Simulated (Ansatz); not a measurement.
**K: what changed settings do**

All trials start from this Ansatz input:

```yaml
crystal:
  lattice:
    - [-2.2081090471, 2.2081090471, 8.0458679461]
    - [2.2081090471, -2.2081090471, 8.0458679461]
    - [2.2081090471, 2.2081090471, -8.0458679461]
  atoms:
    - { symbol: K, position: [0.25, 0.75, 0.5] }
    - { symbol: K, position: [0.5, 0.5, 0.0] }
basis:
  ecutwfc: 420
kpoints:
  mp_grid: { grid: [6, 6, 6] }
hamiltonian:
  xc: pbe
scf:
  occupations: { method: gaussian, width: 0.1 }
output:
  forces: true
  stress: true
  eigenvalues: true
```

Command:

```bash
ansatz run input.yaml --threads 1 --pin off --max-ram 1331MiB --backend cpu --events-out ev --progress --plain --runs-dir out
```

The run converges in 7 SCF iterations on 30 irreducible k-points: pressure -0.05 GPa, no gap.

The inputs are trials, many of them unsound on purpose. Their numbers show the effect of the settings and aren't properties of the material. Each trial's input is given as a difference from the reference's; energies are extrapolated to zero smearing where there is one, and pressure is positive in compression. Charged cells sit in a uniform background, and their pressures hang on that convention.

**Question.** Trial 1:

```diff
+total_charge: -2
 kpoints:
-  mp_grid: { grid: [6, 6, 6] }
+  mp_grid: { kspacing: 1.5 }
```

What does the program give?

**Answer.** The run converges in 8 SCF iterations on 4 irreducible k-points: pressure -2.36 GPa (with the neutralising background of the charged cell), no gap.

**Question.** Trial 2:

```diff
 basis:
+  xc_grid: fine
 hamiltonian:
-  xc: pbe
+  xc: rpbe
+  dispersion: none
 scf:
+  max_iter: 84
```

How does this run end?

**Answer.** The program refuses the input:

```text
Error: YAML parse error: error: line 11 column 12: basis.xc_grid: `fine` is not a whole number from 1 to 63 (the points along each axis for each point of the dense box); leave the key out and the level goes by the root key accuracy, what the run computes, its functional and its kind of files
```

Next try, with these keys changed back:

```diff
 basis:
-  xc_grid: fine
```

The run converges in 7 SCF iterations on 30 irreducible k-points: pressure 0.21 GPa, no gap.

**Question.** Trial 3:

```diff
 basis:
-  ecutwfc: 420
+  ecutwfc: 510
+  xc_grid: 4
 kpoints:
-  mp_grid: { grid: [6, 6, 6] }
+  mp_grid: { grid: [2, 1, 1] }
 hamiltonian:
+  pseudopotentials: { kind: nc, source: vasp }
 scf:
-  occupations: { method: gaussian, width: 0.1 }
+  occupations: { method: tetrahedron }
+  max_iter: 61
 output:
+  populations: true
```

What happens?

**Answer.** The program refuses the input:

```text
Error: YAML parse error: error: line 16 column 41: unknown variant `vasp`, expected one of jth, ansatz, spms
```

Next try, with these keys changed back:

```diff
 hamiltonian:
-  pseudopotentials: { kind: nc, source: vasp }
```

The run converges in 8 SCF iterations on 2 irreducible k-points: energy 215 meV per atom below the reference, pressure -0.04 GPa, largest force 0.066 eV/Å, gap on the sampled k-points 0.29 eV (the reference is a metal, so it comes from the sampling or the changed settings). It warns that the printed bands weren't solved further after the SCF; that the mesh lowers the symmetry; that forces and stress under tetrahedra may miss the energy's slope.

**Question.** Trial 4:

```diff
 kpoints:
-  mp_grid: { grid: [6, 6, 6] }
+  mp_grid: { grid: [4, 4, 4], shift: [0, 0, 0.5] }
 hamiltonian:
+  dispersion: d4
 scf:
-  occupations: { method: gaussian, width: 0.1 }
+  occupations: { method: gaussian, width: 0.038 }
+  lower_state_search: standard
```

How does this run end?

**Answer.** The run converges in 8 SCF iterations on 15 irreducible k-points: pressure -0.20 GPa, no gap. It warns that the mesh lowers the symmetry.

**Question.** Trial 5:

```diff
 crystal:
   atoms:
-    - { symbol: K, position: [0.25, 0.75, 0.5] }
+    - { symbol: K, position: [0.25, 0.75, 0.5], spin: 0.5 }
 kpoints:
-  mp_grid: { grid: [6, 6, 6] }
+  mp_grid: { kspacing: 1.2 }
 hamiltonian:
-  xc: pbe
+  xc: lda
 scf:
+  lower_state_search: "off"
+  max_iter: 80
+  convergence: { dr2_threshold: "1e-8 eV" }
 output:
+  populations: true
+magnetization:
+  spin_polarized: true
```

What happens?

**Answer.** The run converges in 20 SCF iterations on 4 irreducible k-points: pressure -0.17 GPa, no gap, cell moment 0.29 μB (the reference has none, and so few k-points can make one). It warns that the SCF threshold is loose for the stress.

**Question.** Trial 6:

```diff
 hamiltonian:
-  xc: pbe
+  xc: pbesol
 scf:
-  occupations: { method: gaussian, width: 0.1 }
+  occupations: { method: cold, width: 0.046 }
+  max_iter: 300
```

How does this run end?

**Answer.** The run converges in 6 SCF iterations on 30 irreducible k-points: pressure -0.17 GPa, no gap.